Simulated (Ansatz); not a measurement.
Molecular dynamics of H$_{3}$C$_{8}$F

Input:

```yaml
accuracy: low
crystal:
  lattice:
    - [5.048742, 0.0, 0.0]
    - [2.524371, 4.372339, 0.0]
    - [0.0, 0.0, 15.776426]
  atoms:
    - { symbol: H, position: [0.1666667, 0.1666667, 0.0633857] }
    - { symbol: H, position: [0.6666667, 0.1666667, 0.0633857] }
    - { symbol: H, position: [0.1666667, 0.6666667, 0.0633857] }
    - { symbol: H, position: [0.6666667, 0.6666667, 0.0633857] }
    - { symbol: C, position: [0.1666667, 0.1666667, 0.13311] }
    - { symbol: C, position: [0.6666667, 0.1666667, 0.13311] }
    - { symbol: C, position: [0.1666667, 0.6666667, 0.13311] }
    - { symbol: C, position: [0.6666667, 0.6666667, 0.13311] }
    - { symbol: C, position: [-0.1666667, 0.3333333, 0.1657717] }
    - { symbol: C, position: [0.3333333, 0.3333333, 0.1657717] }
    - { symbol: C, position: [-0.1666667, 0.8333333, 0.1657717] }
    - { symbol: C, position: [0.3333333, 0.8333333, 0.1657717] }
    - { symbol: C, position: [-0.18291578, 0.36718922, 0.2651851] }
    - { symbol: C, position: [0.3154619, 0.37917772, 0.26491576] }
    - { symbol: C, position: [-0.16673343, 0.85186557, 0.26611808] }
    - { symbol: C, position: [0.33400189, 0.8619205, 0.26677713] }
    - { symbol: C, position: [-0.01329932, 0.01407107, 0.29151825] }
    - { symbol: C, position: [0.49338788, 0.03572601, 0.29759565] }
    - { symbol: C, position: [0.00474268, 0.52136279, 0.29928064] }
    - { symbol: C, position: [0.47942114, 0.54399194, 0.29893531] }
    - { symbol: H, position: [-0.00643309, 0.50094587, 0.36724673] }
    - { symbol: H, position: [0.47817064, 0.55551138, 0.37321157] }
    - { symbol: F, position: [-0.01920147, 1.03578333, 0.38018937] }
    - { symbol: F, position: [0.48856656, 1.06851849, 0.38825112] }
basis:
  ecutwfc: 420.0
kpoints:
  mp_grid: { grid: [2, 2, 1] }
hamiltonian:
  xc: pbe
  pseudopotentials: { kind: paw, azcp: { folder: soft_1 } }
scf:
  occupations: { method: fermi_dirac, width: 0.02 }
  lower_state_search: "off"
md:
  timestep: 0.75
  n_steps: 300
  ensemble: nve
  temperature: 1800.0
  initial_velocities: maxwell_boltzmann
  seed: 896570
  constraints: [{ sites: [0, 1, 2, 3, 4, 5, 6, 7, 8, 9, 10, 11] }]
```

Launched with:

```bash
$ ansatz run input.yaml --threads 1 --pin off --max-ram 3072MiB --backend cpu --events-out ev --progress --plain --runs-dir out
```

It goes on from the last frame of an earlier run, with new velocities.

Output, in part (step lines):

```
md step     0: t =     0.00 fs  T =  1800.0 K  F+E_penalty+E_count = -5723.64959949 eV  E_kin = 2.792016 eV  conserved = -5720.85758352 eV  (10 SCF iters)
md step     1: t =     0.75 fs  T =  1691.7 K  F+E_penalty+E_count = -5723.47714258 eV  E_kin = 2.624086 eV  conserved = -5720.85305637 eV  (8 SCF iters)
md step     2: t =     1.50 fs  T =  1552.1 K  F+E_penalty+E_count = -5723.25214102 eV  E_kin = 2.407552 eV  conserved = -5720.84458881 eV  (8 SCF iters)
md step     3: t =     2.25 fs  T =  1455.1 K  F+E_penalty+E_count = -5723.09868801 eV  E_kin = 2.257019 eV  conserved = -5720.84166881 eV  (7 SCF iters)
md step     4: t =     3.00 fs  T =  1425.8 K  F+E_penalty+E_count = -5723.05918294 eV  E_kin = 2.211644 eV  conserved = -5720.84753905 eV  (7 SCF iters)
md step     5: t =     3.75 fs  T =  1418.4 K  F+E_penalty+E_count = -5723.05310698 eV  E_kin = 2.200163 eV  conserved = -5720.85294391 eV  (6 SCF iters)
md step     6: t =     4.50 fs  T =  1381.4 K  F+E_penalty+E_count = -5722.99618443 eV  E_kin = 2.142693 eV  conserved = -5720.85349118 eV  (5 SCF iters)
md step     7: t =     5.25 fs  T =  1302.2 K  F+E_penalty+E_count = -5722.87125063 eV  E_kin = 2.019811 eV  conserved = -5720.85143997 eV  (5 SCF iters)
[... lines left out ...]
md step   300: t =   225.00 fs  T =  1140.1 K  F+E_penalty+E_count = -5722.61309931 eV  E_kin = 1.768370 eV  conserved = -5720.84472882 eV  (7 SCF iters)
```

The steps, from the saved trajectory:

```tsv
time (fs)	T (K)	potential energy less start (eV)	conserved less start (meV/atom)
0.0	1800	0.000	0.00
7.5	1077	1.140	0.77
15.0	1551	0.388	0.08
22.5	1212	0.915	0.09
30.0	1561	0.382	0.48
37.5	1186	0.964	0.45
45.0	1488	0.490	0.26
52.5	1195	0.951	0.53
60.0	1407	0.622	0.53
67.5	705	1.712	0.53
75.0	1324	0.747	0.35
82.5	1064	1.159	0.74
90.0	1694	0.174	0.38
97.5	1325	0.748	0.43
105.0	1562	0.384	0.57
112.5	1238	0.884	0.53
120.0	1349	0.704	0.20
127.5	1268	0.834	0.39
135.0	1037	1.199	0.65
142.5	1574	0.352	0.10
150.0	964	1.306	0.40
157.5	1270	0.833	0.45
165.0	1245	0.867	0.29
172.5	1498	0.479	0.44
180.0	1175	0.985	0.65
187.5	1817	-0.027	0.00
195.0	1398	0.630	0.26
202.5	1265	0.844	0.57
210.0	1058	1.154	0.15
217.5	1247	0.865	0.32
225.0	1140	1.037	0.54
```

The run went to its last step. The conserved energy stayed within 0.92 meV per atom of its start (net change 0.54 meV per atom), so the integration is sound. A run of 0.23 ps of so small a system gives no equilibrium averages. Limits of this set-up: coarse k mesh, thin slab, slab without dipole correction, no dispersion correction for a molecule that may bind weakly, low accuracy level.

Mean squared displacements from the first frame to the last: H 0.06 Å², C 0.04 Å², F 0.37 Å².

Last frame:

```xyz
24
Lattice="5.0487 0.0000 0.0000 2.5244 4.3723 0.0000 0.0000 0.0000 15.7764" Properties=species:S:1:pos:R:3
H 1.262 0.729 1.000
H 3.787 0.729 1.000
H 2.524 2.915 1.000
H 5.049 2.915 1.000
C 1.262 0.729 2.100
C 3.787 0.729 2.100
C 2.524 2.915 2.100
C 5.049 2.915 2.100
C 0.000 1.457 2.615
C 2.524 1.457 2.615
C 1.262 3.644 2.615
C 3.787 3.644 2.615
C -0.049 1.325 4.135
C 2.458 1.426 4.215
C 1.249 3.508 4.109
C 3.679 3.580 4.124
C -0.071 -0.129 4.601
C 2.402 -0.143 4.632
C 1.329 2.096 4.661
C 3.768 2.036 4.680
H 1.153 2.408 5.829
H 3.644 1.893 5.837
F 2.607 4.144 5.915
F 4.981 3.931 6.097
```

The run took 20 min on 1 thread of Arm Neoverse V1, with other jobs on the host, peak memory 0.55 GiB.
